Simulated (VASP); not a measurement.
# Na (I4/mmm) in VASP: notebook, part 2 of 2

VASP 6.6.1. Earlier steps stand in the parts before.

### Step 5. Single point, PBE

File INCAR:

```
PREC = Accurate
ENCUT = 460
EDIFF = 1E-6
ISMEAR = 1
SIGMA = 0.2
LREAL = F
LASPH = T
NELM = 100
ALGO = Normal
ISIF = 2
LWAVE = F
LCHARG = F
GGA = PE
NBANDS = 10
ADDGRID = F
```

File KPOINTS:

```
Automatic mesh
0
Gamma
  5 5 5
```

File POSCAR:

```
Na
1.0
   -1.8882910800      1.8882910800      2.6372766800
    1.8882910800     -1.8882910800      2.6372766800
    1.8882910800      1.8882910800     -2.6372766800
Na
1
Direct
    0.0000000000      0.0000000000      0.0000000000
```

Potentials or basis: VASP PAW PBE potentials, release 64 (Na_pv).

Started as:

```
$ cat potpaw_PBE.64/Na_pv/POTCAR > POTCAR
$ mpirun -np 1 vasp_std > vasp.out
```

OUTCAR:

```text
PREC = Accurate
   ENCUT = 460
   EDIFF = 1E-6
   ISMEAR = 1
   LREAL = F
   LASPH = T
   NELM = 100
   ISIF = 2
   GGA = PE

 Found     18 irreducible k-points:

 Following reciprocal coordinates:
            Coordinates               Weight
  0.000000  0.000000  0.000000      1.000000
  0.200000 -0.000000  0.000000      8.000000
  0.400000 -0.000000  0.000000      8.000000
  0.200000  0.200000  0.000000      8.000000
  0.400000  0.200000  0.000000     16.000000
 -0.400000  0.200000 -0.000000     16.000000
   k-points           NKPTS =     18   k-points in BZ     NKDIM =     18   number of bands    NBANDS=     10
   number of dos      NEDOS =    301   number of ions     NIONS =      1
   total plane-waves  NPLWV =  21952
   dimension x,y,z NGX =    28 NGY =   28 NGZ =   28
   dimension x,y,z NGXF=    56 NGYF=   56 NGZF=   56
   ions per type =               1
   NGX,Y,Z   is equivalent  to a cutoff of  12.40, 12.40, 12.40 a.u.
   NGXF,Y,Z  is equivalent  to a cutoff of  24.80, 24.80, 24.80 a.u.
 SYSTEM =  unknown system
   PREC   = accura    normal or accurate (medium, high low for compatibility)
   ISTART =      0    job   : 0-new  1-cont  2-samecut
   ICHARG =      2    charge: 1-file 2-atom 10-const
   ISPIN  =      1    spin polarized calculation?
   LNONCOLLINEAR =      F non collinear calculations
   LSORBIT =      F    spin-orbit coupling
   LASPH  =      T    aspherical Exc in radial PAW
   ENCUT  =  460.0 eV  33.81 Ry    5.81 a.u.   6.56  6.56  6.56*2*pi/ulx,y,z
   NELM   =    100;   NELMIN=  2; NELMDL= -5     # of ELM steps
   EDIFF  = 0.1E-05   stopping-criterion for ELM
   LREAL  =      F    real-space projection
   EDIFFG = 0.1E-04   stopping-criterion for IOM
   NSW    =      0    number of steps for IOM
   IBRION =     -1    ionic relax: 0-MD 1-quasi-New 2-CG
   NFREE  =      0    steps in history (QN), initial steepest desc. (CG)
   ISIF   =      2    stress and relaxation
   ISYM   =      2    0-nonsym 1-usesym 2-fastsym
   POTIM  = 0.5000    time-step for ionic-motion
   TEBEG  =    0.0;   TEEND  =   0.0 temperature during run
   PSTRESS=    0.0 pullay stress
   NELECT =       7.0000    total number of electrons
   NUPDOWN=      -1.0000    fix difference up-down
   EMIN   =  10.00;   EMAX   =-10.00  energy-range for DOS
   EFERMI =   0.00;   METHOD = LEGACY
   ISMEAR =     1;   SIGMA  =   0.20  broadening in eV -4-tet -1-fermi 0-gaus
   EFERMI_NEDOS =   21; number of points for ismear=-14 and -15
   IALGO  =     38    algorithm
   IMIX   =      4    mixing-type and parameters
     AMIX     =   0.40;   BMIX     =  1.00
     AMIX_MAG =   1.60;   BMIX_MAG =  1.00
  volume/ion in A,a.u.               =      37.61       253.83
  Fermi-wavevector in a.u.,A,eV,Ry     =   0.934666  1.766262 11.886050  0.873600
  Thomas-Fermi vector in A             =   2.061494
   LORBIT       =      0    0 simple, 1 ext, 2 COOP (PROOUT), +10 PAW based schemes
   GGA     = PE    functional components
   LHFCALC =     F    Hartree Fock is set to
   AEXX    =    0.0000 exact exchange contribution
   IVDW    =     0    specifies the selected vdW correction
   LEPSILON=     F    determine dielectric tensor
   LRPA    =     F    only Hartree local field effects (RPA)
 non-spin polarized calculation
 Methfessel and Paxton  Order N= 1 SIGMA  =   0.20
  energy-cutoff  :      460.00
  volume of cell :       37.61
 maximum number of plane-waves:       869
 NGX is ok and might be reduce to    28
   NGX = 13   NGY = 13   NGZ = 13

 number of electron       6.9999993 magnetization

 Free energy of the ion-electron system (eV)
  ---------------------------------------------------
  ext. energy  EPLUGINS =         0.00000000
  ---------------------------------------------------
  free energy    TOTEN  =        -1.35615726 eV

  energy without entropy =       -1.35388481  energy(sigma->0) =       -1.35539978

 E-fermi :   0.4675     XC(G=0):  -6.4643

 val. band max:        0.4190153117   @ k =  -0.4000   0.4000   0.0000
 cond. band min:       0.5023633517   @ k =  -0.4000  -0.4000   0.4000
 fundamental gap:      0.0833480399
 Fermi energy:         0.4675450933

 k-point     1 :       0.0000    0.0000    0.0000
  band No.  band energies     occupation
      1     -24.6209      2.00000
      2     -24.6206      2.00000
      3     -24.6206      2.00000
      4      -2.9618      2.00000
      5      11.2794      0.00000
      6      11.2795      0.00000
      7      11.3220      0.00000
      8      12.3819      0.00000
      9      12.8240      0.00000
     10      12.8245      0.00000

 k-point     2 :       0.2000   -0.0000    0.0000
  band No.  band energies     occupation
      1     -24.6321      2.00000
      2     -24.6223      2.00000
      3     -24.6222      2.00000
      4      -2.3057      2.00000
      5       6.8881      0.00000
      6      10.5346      0.00000
      7      10.6164      0.00000
      8      11.8206      0.00000
      9      13.3607      0.00000
     10      13.5976      0.00000

 k-point     3 :       0.4000   -0.0000    0.0000
  band No.  band energies     occupation
      1     -24.6506      2.00000
      2     -24.6250      2.00000
      3     -24.6246      2.00000
      4      -0.3859      2.00000
      5       2.7386     -0.00000
      6      10.2268      0.00000
      7      10.3729      0.00000
      8      11.3817      0.00000
      9      11.5618      0.00000
     10      11.7882      0.00000

 k-point     4 :       0.2000    0.2000    0.0000
  band No.  band energies     occupation
      1     -24.6411      2.00000
      2     -24.6297      2.00000
      3     -24.6235      2.00000
      4      -1.2230      2.00000
      5       5.5032      0.00000
      6       6.4268      0.00000
      7      10.6644      0.00000
      8      11.6162      0.00000
      9      12.9748      0.00000
     10      14.1800      0.00000

 k-point     5 :       0.4000    0.2000    0.0000
  band No.  band energies     occupation
      1     -24.6493      2.00000
      2     -24.6334      2.00000
      3     -24.6268      2.00000
      4       1.0515     -0.00029
      5       2.1293     -0.00000
      6       6.1654      0.00000
      7       9.0190      0.00000
      8       9.8428      0.00000
      9      13.7610      0.00000
     10      14.8612      0.00000

 k-point     6 :      -0.4000    0.2000   -0.0000
  band No.  band energies     occupation
      1     -24.6449      2.00000
      2     -24.6291      2.00000
      3     -24.6276      2.00000
      4      -0.6091      2.00000
      5       4.5278      0.00000
      6       7.3760      0.00000
      7       8.4741      0.00000
      8       9.2506      0.00000
      9      13.0283      0.00000
     10      15.0866      0.00000

 [... further k-points ...]

------------------------ aborting loop because EDIFF is reached ----------------------------------------

  FORCE on cell =-STRESS in cart. coord.  units (eV):
  Direction    XX          YY          ZZ          XY          YZ          ZX
  --------------------------------------------------------------------------------------
  -------------------------------------------------------------------------------------
  Total       -0.0646218     -0.0646218     -0.1023864      0.0000000     -0.0000000     -0.0000000
  in kB       -2.7525568     -2.7525568     -4.3611316      0.0000000     -0.0000000     -0.0000000
  external PRESSURE =      -3.2887484 kB  Pullay stress =       0.0000000 kB

 VOLUME and BASIS-vectors are now :
 -----------------------------------------------------------------------------
  energy-cutoff  :      460.00
  volume of cell :       37.61
      direct lattice vectors                 reciprocal lattice vectors
    -1.888291080  1.888291080  2.637276680     0.000000000  0.264789685  0.189589512
     1.888291080 -1.888291080  2.637276680     0.264789685  0.000000000  0.189589512
     1.888291080  1.888291080 -2.637276680     0.264789685  0.264789685  0.000000000

 POSITION                                       TOTAL-FORCE (eV/Angst)
 -----------------------------------------------------------------------------------
      0.00000      0.00000      0.00000         0.000000      0.000000      0.000000
 -----------------------------------------------------------------------------------
    total drift:                                0.000000     -0.000000      0.000000

  FREE ENERGIE OF THE ION-ELECTRON SYSTEM (eV)
  ---------------------------------------------------
  free  energy   TOTEN  =        -1.3561572610 eV

  energy  without entropy=       -1.3538848087  energy(sigma->0) =       -1.35539978
```

stdout:

```text
POSCAR found type information on POSCAR Na
 POSCAR found :  1 types and       1 ions
 scaLAPACK will be used
 LDA part: xc-table for (Slater+PW92), standard interpolation
 POSCAR, INCAR and KPOINTS ok, starting setup
 FFT: planning ... GRIDC
 FFT: planning ... GRID_SOFT
 FFT: planning ... GRID
 WAVECAR not read
 entering main loop
```

It took 2.7 s on 1 thread of AMD EPYC 9R45 (Zen 5), shared host; peak memory 0.11 GiB.

The run converged, but some of its settings lie outside the range that counts as converged, so its numbers aren't taken as properties of the crystal.

What came out:

| Quantity | Value |
| --- | --- |
| Free energy | -1.3562 eV |
| Pressure | -0.3 GPa |
| Band gap on the k mesh | none (metal or under the smearing width) |

Caveat: the k mesh is coarse (spacing up to 0.47 Å⁻¹), so the values aren't converged.

### Step 6. Single point, PBE

Changes to INCAR since step 5:

```diff
@@ -4,3 +4,3 @@
 ISMEAR = 1
-SIGMA = 0.2
+SIGMA = 0.05
 LREAL = F
```

KPOINTS is that of step 5.

POSCAR is that of step 5.

Potentials or basis: VASP PAW PBE potentials, release 64 (Na_pv).

Started as:

```
$ cat potpaw_PBE.64/Na_pv/POTCAR > POTCAR
$ mpirun -np 1 vasp_std > vasp.out
```

It took 2.7 s on 1 thread of AMD EPYC 9R45 (Zen 5), shared host; peak memory 0.11 GiB.

The run converged, but some of its settings lie outside the range that counts as converged, so its numbers aren't taken as properties of the crystal.

What came out:

| Item | Value |
| --- | --- |
| Free energy | -1.3549 eV |
| Pressure | -0.3 GPa |
| Band gap on the k mesh | none (metal or under the smearing width) |

Caveat: the k mesh is coarse (spacing up to 0.47 Å⁻¹), so the values aren't converged.

### Step 7. For comparison

An earlier run on the cell as given: functional PBE; potentials or basis VASP PAW PBE potentials, release 64 (Na_pv); cutoff 520 eV; k mesh 10 × 10 × 10; occupations fermi-dirac, width 0.05 eV; no spin polarisation.

- Pressure: -0.1 GPa
- Band gap on the k mesh: none (metal or under the smearing width)
